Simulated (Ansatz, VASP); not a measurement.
## One calculation of CdS, two programs

INCAR

```
PREC     = Accurate       # precision mode
ENCUT    = 520            # plane-wave cutoff, eV
EDIFF    = 1E-7           # SCF threshold, eV
ISMEAR   = 0              # smearing method
SIGMA    = 0.01           # smearing width, eV
LREAL    = F              # projectors in reciprocal space
LASPH    = T              # aspherical terms in the spheres
NELM     = 80             # most SCF steps
ALGO     = Normal         # electronic algorithm
ISIF     = 2              # what is computed and relaxed
LWAVE    = F              # write WAVECAR
LCHARG   = F              # write CHGCAR
GGA      = PE             # functional
NBANDS   = 26             # bands
```

The input KPOINTS:

```
Automatic mesh
0
Gamma
  9 9 4
```

Contents of POSCAR:

```
CdS
1.0
    4.1963020496      0.0000000000      0.0000000000
   -2.0981510248      3.6341041769      0.0000000000
    0.0000000000      0.0000000000      6.8304216542
Cd S
2 2
Direct
    0.3333333333      0.6666666667     -0.0460660820
    0.6666666667      0.3333333333      0.4539339180
    0.3333333333      0.6666666667      0.4230660820
    0.6666666667      0.3333333333      0.9230660820
```

Input for Ansatz:

```yaml
crystal:
  lattice:
    - [4.1963020496, 0.0, 0.0]
    - [-2.0981510248, 3.6341041769, 0.0]
    - [0.0, 0.0, 6.8304216542]
  atoms:
    - { symbol: Cd, position: [0.3333333333, 0.6666666667, -0.046066082] }
    - { symbol: Cd, position: [0.6666666667, 0.3333333333, 0.453933918] }
    - { symbol: S, position: [0.3333333333, 0.6666666667, 0.423066082] }
    - { symbol: S, position: [0.6666666667, 0.3333333333, 0.923066082] }
basis:
  ecutwfc: 420
  xc_grid: 2
kpoints:
  mp_grid: { grid: [9, 9, 4] }
hamiltonian:
  xc: pbe
  pseudopotentials: { kind: paw, azcp: { folder: soft_1 } }
scf:
  occupations: { method: fixed }
output:
  forces: true
  stress: true
  eigenvalues: true
  polarization: {}
```

Change from the starting cell: polar distortion scaled by 0.25.

Alike in both runs: task single point; functional PBE; k mesh 9 × 9 × 4; no spin polarisation.

|  | VASP | Ansatz |
| --- | --- | --- |
| version | VASP 6.6.1 | Ansatz 0.2.0 |
| potentials or method | VASP PAW PBE potentials, release 64 (Cd, S) | scalar-relativistic, plane waves, PAW |
| plane-wave cutoff (eV) | 520 | 420 |
| occupations | gaussian, width 0.01 eV | fixed |
| valence electrons in the cell | 36 | 52 |

|  | VASP | Ansatz | Ansatz less VASP |
| --- | --- | --- | --- |
| gap on the k mesh at the Fermi level (eV) | 1.36 | 1.36 | -0.006 |
| least direct gap on the mesh (eV) | 1.36 | 1.36 | -0.006 |
| pressure (GPa) | 3.4 | 3.0 | -0.36 |
| largest component of the traceless stress (GPa) | 5.14 | 4.84 | -0.302 |
| rms of the force components (eV/Å) | 0.219 | 0.212 | -0.0069 |

Atom by atom the forces differ by 0.007 eV/Å (rms over components). The two sets of potentials don't hold the same shells in valence.
